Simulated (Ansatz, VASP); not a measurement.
**One calculation of CuI, two programs**

POSCAR

```
CuI
1.0
    4.0229000000      0.0000000000      0.0000000000
    0.0000000000      4.0229000000      0.0000000000
    0.0000000000      0.0000000000      5.6506000000
Cu I
2 2
Direct
    0.0000000000      0.0000000000      0.0000000000
    0.5000000000      0.5000000000      0.0000000000
    0.0000000000      0.5000000000      0.2913000000
    0.5000000000      0.0000000000      0.7087000000
```

INCAR.step1

```
SYSTEM = CuI
  PREC = Accurate
  ENCUT = 520
  ISMEAR = 0
  SIGMA = 0.01
  LREAL = .False.
  LASPH = .True.
  NELM = 100
  NBANDS = 26
  GGA = PE
  ALGO = Normal
  EDIFF = 1E-4
  LWAVE = .True.
  LCHARG = .False.
```

Contents of INCAR.step2:

```
SYSTEM = CuI
  PREC = Accurate
  ENCUT = 520
  EDIFF = 1E-6
  ISMEAR = 0
  SIGMA = 0.01
  LREAL = .False.
  LASPH = .True.
  NELM = 100
  ALGO = Normal
  ISIF = 2
  LWAVE = .False.
  LCHARG = .True.
  METAGGA = R2SCAN
  LMIXTAU = .True.
  LELF = .True.
  LVHAR = .True.
  NBANDS = 26
  ISTART = 1
```

The input KPOINTS:

```
Automatic mesh
0
Gamma
  4 4 4
  0 0 0
```

Input for Ansatz:

```yaml
crystal:
  lattice:
    - [4.0229, 0.0, 0.0]
    - [0.0, 4.0229, 0.0]
    - [0.0, 0.0, 5.6506]
  atoms:
    - { symbol: Cu, position: [0.0, 0.0, 0.0] }
    - { symbol: Cu, position: [0.5, 0.5, 0.0] }
    - { symbol: I, position: [0.0, 0.5, 0.2913] }
    - { symbol: I, position: [0.5, 0.0, 0.7087000000000001] }
kpoints:
  mp_grid:
    grid: [4, 4, 4]
  band_path:
    path:
      - [0.0, 0.0, 0.0]
      - [0.0, 0.5, 0.0]
      - [0.5, 0.5, 0.0]
      - [0.0, 0.0, 0.0]
      - [0.0, 0.0, 0.5]
      - [0.0, 0.5, 0.5]
      - [0.5, 0.5, 0.5]
    npoints: 6
hamiltonian:
  xc: r2scan
scf:
  n_extra_bands: 6
  convergence:
    dr2_threshold: 1.0e-10
  occupations:
    method: fixed
```

Measurements of this composition are mostly on another form, of space group No. 216.

Alike in both runs: task single point; functional r2SCAN; k mesh 4 × 4 × 4; no spin polarisation.

|  | VASP | Ansatz |
| --- | --- | --- |
| version | VASP 6.6.1 | Ansatz 0.2.0 |
| potentials or method | VASP PAW PBE potentials, release 64 (Cu, I) | plane waves, PAW |
| plane-wave cutoff (eV) | 520 | 500 |
| occupations | gaussian, width 0.01 eV | fixed |
| valence electrons in the cell | 36 | 72 |

|  | VASP | Ansatz | Ansatz less VASP |
| --- | --- | --- | --- |
| gap on the k mesh at the Fermi level (eV) | 2.10 | 2.10 | +0.003 |

The two sets of potentials don't hold the same shells in valence.

Caveats: spin-orbit coupling is left out, which moves the levels of the heavy elements. r2SCAN opens gaps a little over a GGA but as a rule still falls short of measured ones. A k mesh can miss the band edges.
